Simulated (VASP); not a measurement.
# InP: G0W0 on PBE, by volume over the given one and cell

InP, F-43m (no. 216), 2 atoms in the cell. PBE, GW; PAW potentials In_d_GW, P_GW (PBE set).

| Volume over the given one | Cell | Quasiparticle gap on the mesh (eV) | Gap of the starting point on the mesh (eV) | Quasiparticle gap at the zone centre (eV) | Starting gap at the zone centre (eV) | Correction of the gap between the band edges on the mesh (eV) | Time (s) |
|---|---|---|---|---|---|---|---|
| 0.94 | scale = 0.94 | 1.65 | 1.03 | 1.65 | 1.03 | 0.62 | 49 |
| 0.97 | scale = 0.97 | 1.45 | 0.86 | 1.45 | 0.86 | 0.59 | 48 |
| 1 | as given | 1.26 | 0.69 | 1.26 | 0.69 | 0.56 | 57 |
| 1.03 | scale = 1.03 | 1.06 | 0.53 | 1.06 | 0.53 | 0.53 | 54 |

Limits: spin-orbit coupling is left out, which changes the gap somewhat with In; the mesh is coarse: the screening isn't converged, and the gap may still move by about 0.1 eV.

## Input of the first row

INCAR.step1:
```
PREC = Accurate
ENCUT = 350
ISMEAR = 0
SIGMA = 0.05
LASPH = T
LREAL = F
GGA = PE
ALGO = Normal
EDIFF = 1E-8
NELM = 150
LWAVE = T
LCHARG = F
KPAR = 4
```

INCAR.step2, as INCAR.step1 but for:
```
- ALGO = Normal
- NELM = 150
+ ALGO = Exact
+ NELM = 1
+ ISTART = 1
+ NBANDS = 224
+ LOPTICS = T
```

INCAR.step3:
```
PREC = Accurate
ENCUT = 350
ISMEAR = 0
SIGMA = 0.05
LASPH = T
LREAL = F
GGA = PE
ALGO = EVGW0
NBANDS = 224
NBANDSGW = 13
ENCUTGW = 160
NOMEGA = 96
PRECFOCK = Fast
ISTART = 1
LWAVE = F
LCHARG = F
NELMGW = 1
OMEGAMAX = 30
KPAR = 4
```

KPOINTS:
```
k-points
0
Gamma
  4 4 4
```

POSCAR:
```
InP
1.0
    0.0000000000      2.8706770916      2.8706770916
    2.8706770916      0.0000000000      2.8706770916
    2.8706770916      2.8706770916      0.0000000000
In P
1 1
Direct
    0.0000000000      0.0000000000      0.0000000000
    0.7500000000      0.7500000000      0.7500000000
```

Commands (each step's output is kept before the next begins):
```
cat potpaw_PBE.64/In_d_GW/POTCAR potpaw_PBE.64/P_GW/POTCAR > POTCAR
cp INCAR.step1 INCAR
mpirun -np 4 vasp_std > vasp.out
cp INCAR.step2 INCAR
mpirun -np 4 vasp_std > vasp.out
cp INCAR.step3 INCAR
mpirun -np 4 vasp_std > vasp.out
```

VASP 6.6.1 took 49 s on 4 cores (Intel Xeon 6975P-C (Granite Rapids)), a shared host.
